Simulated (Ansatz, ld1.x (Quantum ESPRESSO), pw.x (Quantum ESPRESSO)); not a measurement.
What a changed setting does to a pw.x run (sc H)

Potential: PAW, ld1.x (Quantum ESPRESSO) 7.5, PBE; core none, reference 1s1; waves: 1s (bound): rcut 1.35, rcutus 1.65 bohr; 1s channel at 0.65 Ry: rcut 1.35, rcutus 1.65 bohr; 2p channel at -0.2 Ry: rcut 1.05, rcutus 1.45 bohr; 2p channel at 1.95 Ry: rcut 1.05, rcutus 1.45 bohr; local part: all-electron potential smoothed inside 1.60 bohr (lloc = -1); core correction: none; augmentation: PSQ, inside the norm-conserving radii.

The reference run (k-mesh 18³, cutoffs 40/360 Ry, Fermi–Dirac 0.01 Ry, mixing_beta 0.4, conv_thr 1e-9, no spin) gives 1.98 GPa at 3.057 Å³/atom, where all-electron LAPW gives 1.13 GPa. This run, with its own iteration cap, changes tot_charge to -2, a wrong or extreme entry chosen on purpose.

```
&control
  calculation='scf', prefix='x', pseudo_dir='./', outdir='./tmp', tstress=.true., disk_io='none'
/
&system
  ibrav=0, nat=1, ntyp=1, ecutwfc=40, ecutrho=360, nbnd=7,
  occupations='smearing', smearing='fd', degauss=0.01, tot_charge=-2
/
&electrons
  conv_thr=1e-09, mixing_beta=0.4, electron_maxstep=70
/
ATOMIC_SPECIES
H 1.0 H.UPF
CELL_PARAMETERS angstrom
  1.45132657 0.00000000 0.00000000
  0.00000000 1.45132657 0.00000000
  0.00000000 0.00000000 1.45132657
ATOMIC_POSITIONS crystal
H 0.0000 0.0000 0.0000
K_POINTS automatic
18 18 18 0 0 0
```

```bash
pw.x < H.scf.in > H.scf.out
```

How does the run end?

It does not reach self-consistency within its iteration cap.

```
Message from routine setup:
     using ibrav=0 with symmetry is DISCOURAGED, use correct ibrav instead
     lattice parameter (alat)  =       2.7426  a.u.
     unit-cell volume          =      20.6297 (a.u.)^3
     number of electrons       =         3.00
     number of Kohn-Sham states=            7
     kinetic-energy cutoff     =      40.0000  Ry
     charge density cutoff     =     360.0000  Ry
     scf convergence threshold =      1.0E-09
     Exchange-correlation= SLA  PW   PBX  PBC
     number of k points=   220  Fermi-Dirac smearing, width (Ry)=  0.0100
     iteration #  1     ecut=    40.00 Ry     beta= 0.40
     total energy              =       0.65758575 Ry
     estimated scf accuracy    <       0.06039100 Ry
     iteration #  2     ecut=    40.00 Ry     beta= 0.40
     total energy              =       0.62245816 Ry
     estimated scf accuracy    <       0.00679995 Ry
     iteration #  3     ecut=    40.00 Ry     beta= 0.40
     total energy              =       0.57136803 Ry
     estimated scf accuracy    <       0.01968262 Ry
     iteration #  4     ecut=    40.00 Ry     beta= 0.40
     total energy              =       0.54130198 Ry
     estimated scf accuracy    <       0.39760450 Ry
     iteration #  5     ecut=    40.00 Ry     beta= 0.40
     total energy              =       0.53632911 Ry
     estimated scf accuracy    <       0.10114973 Ry
     iteration #  6     ecut=    40.00 Ry     beta= 0.40
     total energy              =       0.54887686 Ry
     estimated scf accuracy    <       0.11962062 Ry
     [... 58 iterations left out ...]
     iteration # 65     ecut=    40.00 Ry     beta= 0.40
     negative rho (up, down):  1.472E-01 0.000E+00
     total energy              =       0.59332109 Ry
     estimated scf accuracy    <       0.02719500 Ry
     iteration # 66     ecut=    40.00 Ry     beta= 0.40
     negative rho (up, down):  7.087E-02 0.000E+00
     total energy              =       0.56707283 Ry
     estimated scf accuracy    <       0.01612021 Ry
     iteration # 67     ecut=    40.00 Ry     beta= 0.40
     negative rho (up, down):  1.116E-01 0.000E+00
     total energy              =       0.58436289 Ry
     estimated scf accuracy    <       0.03135193 Ry
     iteration # 68     ecut=    40.00 Ry     beta= 0.40
     negative rho (up, down):  2.600E-01 0.000E+00
     total energy              =       0.64029676 Ry
     estimated scf accuracy    <       0.00011613 Ry
     iteration # 69     ecut=    40.00 Ry     beta= 0.40
     negative rho (up, down):  3.441E-01 0.000E+00
     total energy              =       0.60942287 Ry
     estimated scf accuracy    <       0.06822161 Ry
     iteration # 70     ecut=    40.00 Ry     beta= 0.40
     negative rho (up, down):  3.617E-01 0.000E+00
     total energy              =       0.68029951 Ry
     estimated scf accuracy    <       3.07328071 Ry
     convergence NOT achieved after  70 iterations: stopping
     Message from routine punch:
     Nothing written, as per user request (disk_io='none')
```

The run took about 17 s on one core of a shared host (Neoverse-V1, 64 threads, 503 GiB, load 40).
